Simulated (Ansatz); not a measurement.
# Zirconium, fcc under revPBE: ground state and equation of state

What does revPBE give for zirconium in the fcc structure? We relax it, solve it on a dense k-mesh, then scale the cell to 7 volumes from 88 to 112 % of the relaxed one and try a fit of the equation of state. Spin polarisation is left out. The k-meshes are 12×12×12 for the relaxation; 20×20×20 for the dense run; 13×13×13 for the volumes.

This is Zr in the fcc structure; at room conditions it is hcp.

Program: Ansatz 0.2.0. Level of theory: DFT revPBE, plane waves (420 eV) with PAW, scalar-relativistic; the PAW data stem from PBE, with regenerated cores. These are calculated values, not measurements.

**1. The system as given**

It takes space group Fm-3m (No. 225, cubic). The conventional cell has a = 4.533 Å, b = 4.533 Å, c = 4.533 Å, α = 90.00°, β = 90.00°, γ = 90.00°. Zr (site symmetry m-3m) is surrounded by 12 Zr at 3.21 Å.

As a file:

```
Zr
1.0
     0.00000    2.26633    2.26633
     2.26633    0.00000    2.26633
     2.26633    2.26633    0.00000
Zr
1
Direct
  0.00000 0.00000 0.00000
```

**2. Relaxation of the cell**

Input file input.yaml:

```yaml
crystal:
  lattice:
    - [0.0, 2.2663258114, 2.2663258114]
    - [2.2663258114, 0.0, 2.2663258114]
    - [2.2663258114, 2.2663258114, 0.0]
  atoms:
    - { symbol: Zr, position: [0.0, 0.0, 0.0] }
hamiltonian:
  xc: revpbe
  pseudopotentials:
    kind: paw
    azcp:
      Zr: "pseudopotentials/Zr.paw.azcp"
basis:
  ecutwfc: 420
  fft_grid_basis: typed
kpoints:
  mp_grid: { grid: [12, 12, 12], shift: [0, 0, 0] }
magnetization:
  spin_polarized: false
scf:
  occupations: { method: fermi_dirac, width: 0.1 }
relax:
  max_steps: 60
  f_tol: 0.01
  cell: {}
output:
  write_density: true
  write_potential: true
  elf: true
  volumetric_format: npy
```

Standard output:

```text
Warning: RAYON_NUM_THREADS=2 ignored (pool sized by the plan → 2); use --threads N
Engine: ansatz 0.2.0, aarch64-unknown-linux-gnu
Pseudopotentials: kind: paw
Pseudopotential: Zr, paw, valence charge 12, recommended cutoff 420 eV (normal), <dir>
Functional definition: revPBE
  parameter kappa = 1.245
  parameter beta = 0.06672455060314922
  exchange = pbe_x(kappa = kappa, mu = beta*pi^2/3)
  correlation = pbe_c(beta = beta)
Crystal: 1 atoms, lattice volume = 23.281 Å³
Basis set: ecut = 420 eV, 459 PW (Γ), exchange–correlation on 48×48×48 points (8 copies of the dense FFT grid, shifted against one another)
Bands: 10, of which v1, the nominal top of the filled ones, is band 6 counted from 1 (5 counted from 0)
Symmetry: 48 space group operations
Space group: Fm-3m (ITA 225), of the structure as read, at distance tolerance 2.9e-5 Å
k-points: 72 of 1728
Non-local potential: Zr, projectors of the file, l = 0: 3, l = 1: 2, l = 2: 2, l = 3: 2
PAW form: soft (Blöchl's): semilocal exchange-correlation on the pseudo side does not see the compensation charge
PAW frozen core: Zr, regenerated for the run's functional, and the local potential with it (the file was generated under x = pbe(κ = 0.804, μ = 0.2195149727645171), c = pbe(β = 0.06672455060314922))
PAW one-centre angular grid: Zr, 590 points (default); XC on 64 Gauss nodes
Initial density: superposition of atomic densities (neutral atoms: chi_scale 0, normalization atom), corrected by the library's trained network
Initial wavefunctions: pseudopotential atomic-orbital guess
Functional: x = revpbe(κ = 1.245, μ = 0.2195149727645171), c = pbe(β = 0.06672455060314922)
SCF iter   1: F=—  HF=-4188.682559 eV  |F-HF|=—  |Δ(HF+E_count)|=         —  Δρ=2.66e-3  dr2=9.82e-4  ethr=1.77e-3  ⟨swp⟩=5.0  Hψ=4033  notcnv=0
preconditioner: auto → none  [metal: Δε(μ)=0.017 eV  Ē_g=4.921 eV  σ=0.100 eV  W_gap=0.04  n_scr=8 (ndim 8)  ℏωp=15.4 eV  f_vac=0.000  D(μ)=1.41/eV (n_scr^D=14)  sad-step TF]
SCF iter   2: F=—  HF=-4188.682412 eV  |F-HF|=—  |Δ(HF+E_count)|=   1.47e-4  Δρ=1.62e-3  dr2=4.25e-4  ethr=8.18e-6  ⟨swp⟩=1.8  Hψ=1394  notcnv=0
SCF iter   3: F=—  HF=-4188.682510 eV  |F-HF|=—  |Δ(HF+E_count)|=   9.78e-5  Δρ=2.18e-4  dr2=4.73e-6  ethr=3.54e-6  ⟨swp⟩=2.1  Hψ=843  notcnv=0
SCF iter   4: F=—  HF=-4188.682512 eV  |F-HF|=—  |Δ(HF+E_count)|=   1.78e-6  Δρ=8.93e-5  dr2=6.63e-7  ethr=3.94e-8  ⟨swp⟩=1.2  Hψ=735  notcnv=0
iter 5 did not close the SCF: its close was put off for the readings that it lacked (scf_convergence_deferred on its scf_iter line)
SCF iter   5: F=-4188.682512 eV  HF=-4188.682512 eV  |F-HF|=9.20e-9  |Δ(HF+E_count)|=   4.94e-7  Δρ=1.42e-5  dr2=1.86e-8  ethr=5.52e-9  ⟨swp⟩=2.9  Hψ=1172  notcnv=0
SCF iter   6: F=-4188.682512 eV  HF=-4188.682512 eV  |F-HF|=1.54e-9  |Δ(HF+E_count)|=   5.23e-9  Δρ=6.80e-6  dr2=3.57e-9  ethr=1.55e-10  ⟨swp⟩=4.1  Hψ=3482  notcnv=0
SCF 1 converged in 6 iterations: F = -4188.682512 eV  dr2 = 3.57e-9
relax step   1: F+E_penalty+E_count = -4188.68251202 eV  Δ(F+E_penalty+E_count) = +0.000e0 eV  max|allowed force component| = 0.000e0 eV/Å  Δτ_max = 0.0000 Å  P = +1.333 GPa  Ω = 23.281 Å³  (6 SCF iters, dr2 threshold 1.00e-7 eV, accepted)
Crystal: 1 atoms, lattice volume = 23.934 Å³
Initial density: handed on by an earlier stage of this run
Initial wavefunctions: those handed on with the density
iter 1 solved again at ethr=1.90e-7 eV; its pass at ethr=3.10e-3 eV (dr2=2.28e-5 eV) is discarded
SCF iter   1: F=—  HF=-4188.682924 eV  |F-HF|=—  |Δ(HF+E_count)|=         —  Δρ=4.85e-4  dr2=2.37e-5  ethr=1.90e-7  ⟨swp⟩=3.0  Hψ=5540  notcnv=0
preconditioner: auto → none  [metal: Δε(μ)=0.035 eV  Ē_g=4.792 eV  σ=0.100 eV  W_gap=0.09  n_scr=8 (ndim 8)  ℏωp=15.2 eV  f_vac=0.000  D(μ)=1.52/eV (n_scr^D=14)]
SCF iter   2: F=—  HF=-4188.682928 eV  |F-HF|=—  |Δ(HF+E_count)|=   3.55e-6  Δρ=1.90e-4  dr2=2.86e-6  ethr=1.90e-7  ⟨swp⟩=2.5  Hψ=1142  notcnv=0
SCF iter   3: F=—  HF=-4188.682931 eV  |F-HF|=—  |Δ(HF+E_count)|=   3.80e-6  Δρ=4.90e-5  dr2=1.84e-7  ethr=2.39e-8  ⟨swp⟩=2.2  Hψ=1129  notcnv=0
SCF iter   4: F=-4188.682932 eV  HF=-4188.682932 eV  |F-HF|=8.92e-10  |Δ(HF+E_count)|=   3.48e-7  Δρ=4.26e-6  dr2=1.23e-9  ethr=8.33e-10  ⟨swp⟩=7.1  Hψ=3753  notcnv=0
SCF 2 converged in 4 iterations: F = -4188.682932 eV  dr2 = 1.23e-9
relax step   2: F+E_penalty+E_count = -4188.68293166 eV  Δ(F+E_penalty+E_count) = -4.196e-4 eV  max|allowed force component| = 0.000e0 eV/Å  Δτ_max = 0.0000 Å  P = -1.046 GPa  Ω = 23.934 Å³  energy of the carried Pulay correction = -6.803e-5 eV  (4 SCF iters, dr2 threshold 1.00e-7 eV, accepted)
Crystal: 1 atoms, lattice volume = 23.642 Å³
iter 1 solved again at ethr=5.01e-8 eV; its pass at ethr=3.10e-3 eV (dr2=6.02e-6 eV) is discarded
SCF iter   1: F=—  HF=-4188.683939 eV  |F-HF|=—  |Δ(HF+E_count)|=         —  Δρ=2.08e-4  dr2=4.23e-6  ethr=5.01e-8  ⟨swp⟩=2.4  Hψ=5175  notcnv=0
preconditioner: auto → none  [metal: Δε(μ)=0.027 eV  Ē_g=4.852 eV  σ=0.100 eV  W_gap=0.07  n_scr=8 (ndim 8)  ℏωp=15.3 eV  f_vac=0.000  D(μ)=1.47/eV (n_scr^D=14)]
SCF iter   2: F=—  HF=-4188.683939 eV  |F-HF|=—  |Δ(HF+E_count)|=   4.23e-7  Δρ=8.19e-5  dr2=5.19e-7  ethr=3.52e-8  ⟨swp⟩=2.9  Hψ=1164  notcnv=0
SCF iter   3: F=-4188.683940 eV  HF=-4188.683940 eV  |F-HF|=5.51e-8  |Δ(HF+E_count)|=   6.90e-7  Δρ=2.03e-5  dr2=3.07e-8  ethr=8.33e-10  ⟨swp⟩=7.1  Hψ=3770  notcnv=0
SCF 3 converged in 3 iterations: F = -4188.683940 eV  dr2 = 3.07e-8
relax step   3: F+E_penalty+E_count = -4188.68393970 eV  Δ(F+E_penalty+E_count) = -1.008e-3 eV  max|allowed force component| = 0.000e0 eV/Å  Δτ_max = 0.0000 Å  P = -0.018 GPa  Ω = 23.642 Å³  energy of the carried Pulay correction = -3.788e-5 eV  (3 SCF iters, dr2 threshold 1.00e-7 eV, accepted)
Initial wavefunctions: pseudopotential atomic-orbital guess (no wavefunctions were taken with the density)
iter 1 solved again at ethr=3.25e-8 eV; its pass at ethr=3.10e-3 eV (dr2=3.90e-6 eV) is discarded
SCF iter   1: F=—  HF=-4188.683978 eV  |F-HF|=—  |Δ(HF+E_count)|=         —  Δρ=2.64e-5  dr2=4.18e-8  ethr=3.25e-8  ⟨swp⟩=3.4  Hψ=6247  notcnv=0
SCF iter   2: F=—  HF=-4188.683978 eV  |F-HF|=—  |Δ(HF+E_count)|=   6.05e-8  Δρ=1.24e-5  dr2=9.73e-9  ethr=3.49e-10  ⟨swp⟩=2.5  Hψ=1114  notcnv=0
SCF iter   3: F=—  HF=-4188.683978 eV  |F-HF|=—  |Δ(HF+E_count)|=   2.00e-8  Δρ=1.10e-6  dr2=2.72e-10  ethr=8.11e-11  ⟨swp⟩=2.1  Hψ=1147  notcnv=0
SCF iter   4: F=-4188.683978 eV  HF=-4188.683978 eV  |F-HF|=1.82e-12  |Δ(HF+E_count)|=  8.00e-11  Δρ=2.64e-7  dr2=5.51e-12  ethr=1.00e-12  ⟨swp⟩=3.8  Hψ=3273  notcnv=0
SCF 4 converged in 4 iterations: F = -4188.683978 eV  dr2 = 5.51e-12
relax step   4: F+E_penalty+E_count = -4188.68397799 eV  Δ(F+E_penalty+E_count) = -3.829e-5 eV  max|allowed force component| = 0.000e0 eV/Å  Δτ_max = 0.0000 Å  P = -0.018 GPa  Ω = 23.642 Å³  stress off target by 1.79e-2 GPa  SCF on the basis re-selected at this cell (its energy is not comparable with the rows above)  (4 SCF iters)
basis re-selected at this cell: Δ(F+E_penalty+E_count) = -3.829e-5 eV, ΔP = +0.000 GPa vs the last step (what re-selecting the basis moved, of the pressure what is left beyond the Pulay correction that the steps carried, after the strain that the cell walked since its last selection, with what the two solves' SCF thresholds leave and, on support functions, any second-order correction that the steps lacked; it is no measure of the basis error at this ecutwfc). This SCF's stress stands 1.79e-2 GPa from its target on what of the cell is left free (relax.cell.stress_tol is 5.00e-2 GPa) and its largest allowed force component is 0.00e0 eV/Å (relax.f_tol is 1.00e-2 eV/Å): within both
SCF converged after 4 iterations
Free energy (F): -4188.683978 eV
Harris-Foulkes:  -4188.683978 eV  (|F-HF|=1.82e-12)
Internal energy: -4188.634785 eV  (E = F + TS)
E sigma→0 (E₀):  -4188.659382 eV
Entropy (-TS):   -0.049193 eV (-49.193 meV/atom)
Fermi energy:    13.705343 eV
--- Per-component energies (eV) ---
  E_band       = -99.186786
  E_kinetic    = 332.287101
  E_local      = -633.468622  (includes V_loc(G=0)·N_el)
  E_nonlocal   = 79.939524
  E_hartree    = 196.222878
  E_xc         = -161.477481
  E_vxc        = -190.399118  (∫ρ·V_xc dr)
  E_paw        = -2958.738753  (= ΣΔE_a)
  E_vpaw       = -79.991423  (= ΣTr[D̂ρ^β])
  E_aug_tail   = 0.000025  (compensation charges beyond the density's cutoff)
  E_ewald      = -1043.343576
  E_core_change = -0.055881  (= ΣΔE_core)
  E_smearing   = -0.049193  (= −TS)
  E_closure    = 0.000000  (closes the sum)
  Σ components = -4188.683978   (vs F -4188.683978, Δ=0.00e0)
--- Forces (eV/Å), atoms counted from 1 ---
  atom   1  Zr    -0.00000000    -0.00000000    -0.00000000
  max |Σ_I F_I| component: 4.11e-32 eV/Å
--- Stress (GPa, compression-positive) ---
       -0.017931       0.000000      -0.000000
        0.000000      -0.017931       0.000000
       -0.000000       0.000000      -0.017931
  P = ⅓ Tr σ = -0.0179 GPa (-0.179 kbar)
--- Band table (eV; the first three rows and the last of 72) ---
  k-point 0: bands = ["-35.0292", "-12.5752", "-12.5752", "-12.5752", "8.2027", "14.6920", "14.6920", "14.6920", "17.0579", "17.0579"]
  k-point 1: bands = ["-35.0205", "-12.6399", "-12.5832", "-12.5832", "8.4207", "14.4945", "14.7923", "14.7923", "16.9609", "16.9609"]
  k-point 2: bands = ["-34.9967", "-12.8138", "-12.6051", "-12.6051", "9.0227", "14.0629", "14.9936", "14.9936", "16.8349", "16.8349"]
  k-point 71: bands = ["-34.8544", "-13.1680", "-13.1680", "-12.9131", "12.0240", "13.3237", "13.3237", "16.0988", "19.2834", "22.5878"]
--- Relaxed structure (3 steps of the walk, 3 accepted, 1 SCFs on fresh bases) ---
  F+E_penalty+E_count = -4188.68397799 eV   max|allowed force component| = 0.000e0 eV/Å   (the final SCF, on the basis selected at the relaxed cell)
  cell:  # Å, volume = 23.6423 Å³
    - [-2.770608542886977e-34, 2.2779974293035874, 2.2779974293035874]
    - [2.2779974293035874, 4.936141656867605e-35, 2.2779974293035874]
    - [2.2779974293035874, 2.2779974293035874, 5.875600875432728e-34]
  atoms:
    - { symbol: Zr, position: [0.0, 0.0, 0.0] }
```

Run time: 2.2 s. Hardware: 2 threads of an Arm CPU, shared host; peak memory 0.28 GiB.

The walk, from the log:

```tsv
step	energy change (meV/atom)	largest force (eV/Å)	pressure (GPa)	volume (Å³/atom)
1	0.00	0.0000	1.33	23.281
2	-0.42	0.0000	-1.05	23.934
3	-1.43	0.0000	-0.02	23.642
4	-1.47	0.0000	-0.02	23.642
```

Steps that repeat a cell are solved on a basis chosen anew, so their changes of energy are no gain of the relaxation.

The cell of the run, before and after:

|  | before | after | change |
| --- | --- | --- | --- |
| a (Å) | 3.205 | 3.222 | +0.5 % |
| b (Å) | 3.205 | 3.222 | +0.5 % |
| c (Å) | 3.205 | 3.222 | +0.5 % |
| volume (Å³/atom) | 23.281 | 23.642 | +1.6 % |
| shortest distance (Å) | 3.205 | 3.222 | +0.5 % |
| space group (spins left aside) | Fm-3m | Fm-3m | same |

**3. Single point on a dense mesh**

Input file input.yaml:

```yaml
crystal:
  lattice:
    - [0.0, 2.2779974293, 2.2779974293]
    - [2.2779974293, 0.0, 2.2779974293]
    - [2.2779974293, 2.2779974293, 0.0]
  atoms:
    - { symbol: Zr, position: [0.0, 0.0, 0.0] }
hamiltonian:
  xc: revpbe
  pseudopotentials:
    kind: paw
    azcp:
      Zr: "pseudopotentials/Zr.paw.azcp"
basis:
  ecutwfc: 420
  fft_grid_basis: typed
kpoints:
  mp_grid: { grid: [20, 20, 20], shift: [0, 0, 0] }
magnetization:
  spin_polarized: false
scf:
  occupations: { method: fermi_dirac, width: 0.1 }
output:
  write_density: true
  write_potential: true
  elf: true
  volumetric_format: npy
```

Standard output, cut to the lines that bear on the results:

```text
Warning: RAYON_NUM_THREADS=2 ignored (pool sized by the plan → 2); use --threads N
[...]
[... 3 set-up lines as earlier in the session ...]
[...]
Crystal: 1 atoms, lattice volume = 23.642 Å³
Basis set: ecut = 420 eV, 459 PW (Γ)
Bands: 10, of which v1, the nominal top of the filled ones, is band 6 counted from 1 (5 counted from 0)
[... 2 set-up lines as earlier in the session ...]
k-points: 256 of 8000
[...]
SCF iter   1: F=—  HF=-4188.683010 eV  |F-HF|=—  |Δ(HF+E_count)|=         —  Δρ=2.31e-3  dr2=6.74e-4  ethr=1.77e-3  ⟨swp⟩=5.0  Hψ=14303  notcnv=0
[...]
SCF iter   6: F=-4188.683001 eV  HF=-4188.683001 eV  |F-HF|=2.46e-9  |Δ(HF+E_count)|=   1.64e-8  Δρ=9.47e-6  dr2=7.59e-9  ethr=5.41e-10  ⟨swp⟩=1.0  Hψ=7688  notcnv=0
[...]
SCF converged after 6 iterations
Free energy (F): -4188.683001 eV
[...]
E sigma→0 (E₀):  -4188.657561 eV
Entropy (-TS):   -0.050880 eV (-50.880 meV/atom)
Fermi energy:    13.706653 eV
[...]
--- Band table (eV; the first three rows and the last of 256) ---
  k-point 0: bands = ["-35.0299", "-12.5757", "-12.5757", "-12.5757", "8.2026", "14.6920", "14.6920", "14.6920", "17.0578", "17.0578"]
[...]
```

It took 2.1 s on 2 threads of an Arm CPU, shared host; peak memory 0.31 GiB.

The maps below are laid out on this run's own conventional cell (a, b, c = 4.556, 4.556, 4.556 Å).

Density in a lattice plane of the grid's cell (edges 4.56 and 4.56 Å, at 0.000 of the third edge), which holds Zr.

Values in e/Å³, 12 rows by 12 columns:
```
4.11 3.57 1.19 0.25 0.15 0.14 0.14 0.14 0.15 0.25 1.19 3.57
1.74 1.19 0.41 0.19 0.15 0.15 0.15 0.15 0.15 0.19 0.41 1.19
0.29 0.25 0.19 0.17 0.19 0.25 0.29 0.25 0.19 0.17 0.19 0.25
0.15 0.15 0.15 0.19 0.41 1.19 1.74 1.19 0.41 0.19 0.15 0.15
0.14 0.14 0.15 0.25 1.19 3.57 4.11 3.57 1.19 0.25 0.15 0.14
0.13 0.14 0.15 0.29 1.74 4.11 2.71 4.11 1.74 0.29 0.15 0.14
0.14 0.14 0.15 0.25 1.19 3.57 4.11 3.57 1.19 0.25 0.15 0.14
0.15 0.15 0.15 0.19 0.41 1.19 1.74 1.19 0.41 0.19 0.15 0.15
0.29 0.25 0.19 0.17 0.19 0.25 0.29 0.25 0.19 0.17 0.19 0.25
1.74 1.19 0.41 0.19 0.15 0.15 0.15 0.15 0.15 0.19 0.41 1.19
4.11 3.57 1.19 0.25 0.15 0.14 0.14 0.14 0.15 0.25 1.19 3.57
2.71 4.11 1.74 0.29 0.15 0.14 0.13 0.14 0.15 0.29 1.74 4.11
```
Columns run along the first of these edges and rows up along the second, over one cell in 12 and 12 even steps from the bottom left corner. Atoms in the plane (fractional): Zr at (0.00, 0.00), Zr at (0.50, 0.50).

ELF in the same plane.

Values, 12 rows by 12 columns:
```
0.61 0.79 0.63 0.13 0.30 0.57 0.63 0.57 0.30 0.13 0.62 0.79
0.73 0.63 0.24 0.16 0.31 0.30 0.26 0.30 0.30 0.16 0.25 0.62
0.14 0.13 0.16 0.22 0.16 0.13 0.14 0.13 0.16 0.22 0.16 0.13
0.26 0.30 0.31 0.16 0.24 0.63 0.73 0.62 0.25 0.16 0.30 0.30
0.63 0.57 0.30 0.13 0.63 0.79 0.61 0.79 0.62 0.13 0.30 0.57
0.72 0.63 0.26 0.14 0.73 0.61 0.01 0.61 0.73 0.14 0.26 0.63
0.63 0.57 0.30 0.13 0.62 0.79 0.61 0.79 0.63 0.13 0.30 0.57
0.26 0.30 0.30 0.16 0.25 0.62 0.73 0.63 0.24 0.16 0.31 0.30
0.14 0.13 0.16 0.22 0.16 0.13 0.14 0.13 0.16 0.22 0.16 0.13
0.73 0.62 0.25 0.16 0.30 0.30 0.26 0.30 0.31 0.16 0.24 0.63
0.61 0.79 0.62 0.13 0.30 0.57 0.63 0.57 0.30 0.13 0.63 0.79
0.01 0.61 0.73 0.14 0.26 0.63 0.72 0.63 0.26 0.14 0.73 0.61
```
Columns run along the first of these edges and rows up along the second, over one cell in 12 and 12 even steps from the bottom left corner. Atoms in the plane (fractional): Zr at (0.00, 0.00), Zr at (0.50, 0.50).

Both are smooth fields of the valence electrons: close to the nuclei they are not physical.

Outside the cores ELF peaks at 0.72 between the atoms, 2.3 Å from Zr.

**4. Equation of state: 88 %**

Input file input.yaml:

```yaml
crystal:
  lattice:
    - [0.0, 2.1829684234, 2.1829684234]
    - [2.1829684234, 0.0, 2.1829684234]
    - [2.1829684234, 2.1829684234, 0.0]
  atoms:
    - { symbol: Zr, position: [0.0, 0.0, 0.0] }
hamiltonian:
  xc: revpbe
  pseudopotentials:
    kind: paw
    azcp:
      Zr: "pseudopotentials/Zr.paw.azcp"
basis:
  ecutwfc: 420
  fft_grid_basis: typed
kpoints:
  mp_grid: { grid: [13, 13, 13], shift: [0, 0, 0] }
magnetization:
  spin_polarized: false
scf:
  occupations: { method: fermi_dirac, width: 0.1 }
  lower_state_search: "off"
output:
  stress: true
```

Standard output, cut to the lines that bear on the results:

```text
Warning: RAYON_NUM_THREADS=2 ignored (pool sized by the plan → 2); use --threads N
[...]
[... 3 set-up lines as earlier in the session ...]
[...]
Crystal: 1 atoms, lattice volume = 20.805 Å³
Basis set: ecut = 420 eV, 411 PW (Γ)
Bands: 10, of which v1, the nominal top of the filled ones, is band 6 counted from 1 (5 counted from 0)
[... 1 set-up line as earlier in the session ...]
Space group: Fm-3m (ITA 225), of the structure as read, at distance tolerance 2.8e-5 Å
k-points: 84 of 2197
[...]
SCF iter   1: F=—  HF=-4188.569813 eV  |F-HF|=—  |Δ(HF+E_count)|=         —  Δρ=3.64e-3  dr2=1.65e-3  ethr=1.77e-3  ⟨swp⟩=5.0  Hψ=4702  notcnv=0
[...]
SCF iter   6: F=-4188.569929 eV  HF=-4188.569929 eV  |F-HF|=7.00e-11  |Δ(HF+E_count)|=   1.23e-9  Δρ=1.47e-6  dr2=1.74e-10  ethr=1.10e-11  ⟨swp⟩=1.2  Hψ=2526  notcnv=0
[...]
SCF converged after 6 iterations
Free energy (F): -4188.569929 eV
[...]
E sigma→0 (E₀):  -4188.547874 eV
Entropy (-TS):   -0.044110 eV (-44.110 meV/atom)
Fermi energy:    15.874227 eV
[...]
--- Stress (GPa, compression-positive) ---
       13.657086       0.000000       0.000000
        0.000000      13.657086       0.000000
        0.000000      -0.000000      13.657086
  P = ⅓ Tr σ = 13.6571 GPa (136.571 kbar)
```

Wall time 0.71 s (2 threads of an Arm CPU, shared host); peak memory 0.27 GiB.

**5. Equation of state: 92 %**

Changes to input.yaml since step 4:

```diff
@@ -2,5 +2,5 @@
   lattice:
-    - [0.0, 2.1829684234, 2.1829684234]
-    - [2.1829684234, 0.0, 2.1829684234]
-    - [2.1829684234, 2.1829684234, 0.0]
+    - [0.0, 2.2155548459, 2.2155548459]
+    - [2.2155548459, 0.0, 2.2155548459]
+    - [2.2155548459, 2.2155548459, 0.0]
   atoms:
```

Standard output, cut to the lines that bear on the results:

```text
Warning: RAYON_NUM_THREADS=2 ignored (pool sized by the plan → 2); use --threads N
[...]
[... 3 set-up lines as earlier in the session ...]
[...]
Crystal: 1 atoms, lattice volume = 21.751 Å³
Basis set: ecut = 420 eV, 411 PW (Γ)
Bands: 10, of which v1, the nominal top of the filled ones, is band 6 counted from 1 (5 counted from 0)
[... 2 set-up lines as earlier in the session ...]
k-points: 84 of 2197
[...]
SCF iter   1: F=—  HF=-4188.634473 eV  |F-HF|=—  |Δ(HF+E_count)|=         —  Δρ=3.28e-3  dr2=1.43e-3  ethr=1.77e-3  ⟨swp⟩=5.0  Hψ=4704  notcnv=0
[...]
SCF iter   6: F=-4188.634520 eV  HF=-4188.634520 eV  |F-HF|=2.00e-11  |Δ(HF+E_count)|=   1.29e-8  Δρ=1.54e-6  dr2=1.05e-10  ethr=2.84e-10  ⟨swp⟩=2.1  Hψ=2748  notcnv=0
[...]
SCF converged after 6 iterations
Free energy (F): -4188.634520 eV
[...]
E sigma→0 (E₀):  -4188.610803 eV
Entropy (-TS):   -0.047434 eV (-47.434 meV/atom)
Fermi energy:    15.093060 eV
[...]
--- Stress (GPa, compression-positive) ---
        8.381106       0.000000       0.000000
       -0.000000       8.381106      -0.000000
        0.000000       0.000000       8.381106
  P = ⅓ Tr σ = 8.3811 GPa (83.811 kbar)
```

Wall time 0.76 s (2 threads of an Arm CPU, shared host); peak memory 0.26 GiB.

**6. Equation of state: 96 %**

Changes to input.yaml since step 5:

```diff
@@ -2,5 +2,5 @@
   lattice:
-    - [0.0, 2.2155548459, 2.2155548459]
-    - [2.2155548459, 0.0, 2.2155548459]
-    - [2.2155548459, 2.2155548459, 0.0]
+    - [0.0, 2.2472099062, 2.2472099062]
+    - [2.2472099062, 0.0, 2.2472099062]
+    - [2.2472099062, 2.2472099062, 0.0]
   atoms:
@@ -25 +25,5 @@
   stress: true
+  write_density: true
+  write_potential: true
+  elf: true
+  volumetric_format: npy
```

Standard output, cut to the lines that bear on the results:

```text
Warning: RAYON_NUM_THREADS=2 ignored (pool sized by the plan → 2); use --threads N
[...]
[... 3 set-up lines as earlier in the session ...]
[...]
Crystal: 1 atoms, lattice volume = 22.697 Å³
Basis set: ecut = 420 eV, 459 PW (Γ)
Bands: 10, of which v1, the nominal top of the filled ones, is band 6 counted from 1 (5 counted from 0)
[... 2 set-up lines as earlier in the session ...]
k-points: 84 of 2197
[...]
SCF iter   1: F=—  HF=-4188.670470 eV  |F-HF|=—  |Δ(HF+E_count)|=         —  Δρ=2.83e-3  dr2=1.09e-3  ethr=1.77e-3  ⟨swp⟩=5.0  Hψ=4710  notcnv=0
[...]
SCF iter   6: F=-4188.670483 eV  HF=-4188.670483 eV  |F-HF|=3.06e-10  |Δ(HF+E_count)|=   1.40e-9  Δρ=1.25e-6  dr2=3.92e-10  ethr=3.58e-11  ⟨swp⟩=5.0  Hψ=3956  notcnv=0
[...]
SCF converged after 6 iterations
Free energy (F): -4188.670483 eV
[...]
E sigma→0 (E₀):  -4188.645465 eV
Entropy (-TS):   -0.050036 eV (-50.036 meV/atom)
Fermi energy:    14.372852 eV
[...]
--- Stress (GPa, compression-positive) ---
        3.927751      -0.000000      -0.000000
        0.000000       3.927751       0.000000
        0.000000       0.000000       3.927751
  P = ⅓ Tr σ = 3.9278 GPa (39.278 kbar)
--- Band table (eV; the first three rows and the last of 84) ---
  k-point 0: bands = ["-34.2848", "-11.7741", "-11.7741", "-11.7741", "8.7978", "15.3676", "15.3676", "15.3676", "17.8634", "17.8634"]
[...]
```

Wall time 0.94 s (2 threads of an Arm CPU, shared host); peak memory 0.27 GiB.

[end of part 1 of 2]
